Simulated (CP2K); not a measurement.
Crystal: YN.

```xyz
2
Lattice="3.4486 0.0000 0.0000 1.7243 2.9865 0.0000 1.7243 0.9955 2.8157" Properties=species:S:1:pos:R:3 pbc="T T T"
Y     0.0000    0.0000    0.0000
N     3.4486    1.9910    1.4079
```

Program: CP2K 2026.2. Alike in all runs: task band structure; no spin polarisation; cell as given; k mesh 9 × 9 × 9. Hardware: 1 thread of Arm Neoverse V2 (shared host).

**Question.** Order these runs on this cell by their wall time, lowest first.
A. level LDA; potentials or basis GTH_POTENTIALS Y GTH-PADE-q11, N GTH-PADE-q5; TZVP-MOLOPT-PBE-GTH basis; smearing fermi-dirac 0.1 eV; EPS_DEFAULT 1.0E-9; NGRIDS 4; points a segment of the path (NPOINTS) 10; bands added on the path 2; CUTOFF of the grids 450 Ry
B. level TB-mBJ; potentials or basis POTENTIAL_UZH Y GTH-PBE-q11, N GTH-PBE-q5; TZVP-MOLOPT-PBE-GTH basis; smearing fermi-dirac 0.0259 eV; EPS_DEFAULT 1.0E-9; NGRIDS 4; points a segment of the path (NPOINTS) 10; bands added on the path 6; CUTOFF of the grids 675 Ry
C. level r2SCAN; potentials or basis POTENTIAL_UZH Y GTH-SCAN-q11, N GTH-SCAN-q5; TZVP-MOLOPT-SCAN-GTH basis; smearing fermi-dirac 0.05 eV; EPS_DEFAULT 1.0E-10; NGRIDS 5; points a segment of the path (NPOINTS) 6; bands added on the path 4; CUTOFF of the grids 675 Ry

**Answer.** A (89 s), C (290 s), B (900 s).

Caveats: this is a model potential without an energy functional, so only levels have meaning (some runs).
